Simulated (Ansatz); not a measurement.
**MoS2 (P6_3/mmc): cleavage or sliding curve from a Python script**

Wanted for MoS2 (P6_3/mmc): a cleavage or sliding curve.

Computed with Ansatz 0.2.0 through its Python package. Level of theory: DFT PBE, plane waves, PAW.

## Step 1: Starting point

It takes space group P6_3/mmc (No. 194, hexagonal). Conventional cell: a = 3.169 Å, b = 3.169 Å, c = 12.324 Å, α = 90.00°, β = 90.00°, γ = 120.00°. Around Mo (site symmetry -6m2) lie 6 S at 2.41 Å. S (site symmetry 3m) has 3 Mo at 2.41 Å as nearest neighbours.

The script holds or builds the structure itself.

## Step 2: The script

run_cleave.py

```python
"""Cleavage curve of MoS2."""

import warnings

import ansatz as az
import numpy as np

vectors0 = np.array([
    [3.169, 0.0, 0.0],
    [-1.5845, 2.744435, 0.0],
    [0.0, 0.0, 12.324],
])
sites = [
    ("Mo", (1 / 3, 2 / 3, 0.25)),
    ("Mo", (2 / 3, 1 / 3, 0.75)),
    ("S", (1 / 3, 2 / 3, 0.623)),
    ("S", (2 / 3, 1 / 3, 0.123)),
    ("S", (1 / 3, 2 / 3, 0.877)),
    ("S", (2 / 3, 1 / 3, 0.377)),
]


def build(cell):
    crystal = az.Crystal(lattice=az.Lattice.of(cell))
    for symbol, position in sites:
        crystal = crystal.atom(symbol, position)
    return crystal

warnings.simplefilter("ignore", az.DeckWarning)

block = build(vectors0).supercell(1, 1, 1).resolved()
cell0 = np.array(block.lattice.vectors)
xyz = np.array([site.position for site in block.sites]) @ cell0
normal = np.cross(cell0[0], cell0[1])
area = np.linalg.norm(normal)
normal *= np.sign(normal @ cell0[2]) / area
# the atoms stay where they are; only the third vector changes
energies = []
for amount in [0, 0.5, 1.0, 2.0, 4.0]:
    cell = cell0.copy()
    cell[2] += amount * normal
    moved = az.Crystal(lattice=az.Lattice.of(cell))
    for site, fraction in zip(block.sites, xyz @ np.linalg.inv(cell)):
        moved = moved.atom(site.symbol, fraction)
    model = moved.calculation().occupations(az.OccupationsMethod.FERMI_DIRAC, width=0.15).kpoints(6, 6, 2)
    energies.append(model.run(threads=1).report["free_energy_ev"])
    print(f"gap {amount:4.2f} A: {(energies[-1] - energies[0]) / area * 16.02177:8.4f} J/m^2")
```

## Step 3: What the engine is handed

The package turns the script's settings into the engine's input (first run):

```yaml
crystal:
  lattice:
    - [3.169, 0.0, 0.0]
    - [-1.5845, 2.744435, 0.0]
    - [0.0, 0.0, 12.324]
  atoms:
    - { symbol: Mo, position: [0.33333333333333337, 0.6666666666666666, 0.24999999999999997] }
    - { symbol: Mo, position: [0.6666666666666666, 0.3333333333333333, 0.75] }
    - { symbol: S, position: [0.33333333333333337, 0.6666666666666666, 0.6229999999999999] }
    - { symbol: S, position: [0.6666666666666666, 0.3333333333333333, 0.12299999999999998] }
    - { symbol: S, position: [0.33333333333333337, 0.6666666666666666, 0.8769999999999999] }
    - { symbol: S, position: [0.6666666666666666, 0.3333333333333333, 0.377] }
kpoints:
  mp_grid:
    grid: [6, 6, 2]
scf:
  occupations:
    method: fermi_dirac
    width: 0.15
```

## Step 4: Running it

Command:

```console
$ python run_cleave.py
```

Q: Predict the main results. Wanted: highest energy per area in the scan; range of energy; lowest point, c.

The runs gave:

```
                           quantity          value
highest energy per area in the scan         0 J/m²
                      runs compared              5
                    range of energy  7.66 meV/atom
                lowest point, c (Å)         13.324
```

In words: The energy per area reaches 0 J/m². The blocks are rigid and only a cell or so thick: relaxation and thickness would change it. The curve has its lowest point inside the range, at 13.324. So shallow a minimum is within the error of mesh and smearing. The ends stand 7.66 and 0.665 meV/atom above it. What to keep in mind:
- Spin is left out of this run.
- No functional is typed, so the default, PBE, holds.
- The atoms are held rigidly, so these energies lie above those of relaxed faces or faults.
